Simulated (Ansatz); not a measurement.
Wires are cut from relaxed bulk AlRu (Pm-3m, 13.18 Å³/atom, gap on the mesh 0.00 eV); atoms and period are relaxed, and energies count from that bulk.

Computed with Ansatz, DFT PBEsol, scalar-relativistic, plane waves, PAW.

Cutoff 420 eV, Gaussian smearing of 0.05 eV, energies at zero smearing, symmetry of each start kept, no spin polarisation.

```csv
start,atoms,k mesh,excess energy (eV per host atom),line energy (eV/Å),period (Å),gap on the mesh (eV)
"[001] wire, 22 host atoms a period",22,1×1×18,0.875,6.802,2.829,0
"[001] wire, 28 host atoms a period",28,1×1×18,0.741,7.170,2.895,0
```

Each run keeps its start's symmetry and one magnetic start, so lower states can exist.

Cost: 2 runs of about 95 core-minutes in all, on Arm Neoverse V1 (shared hosts).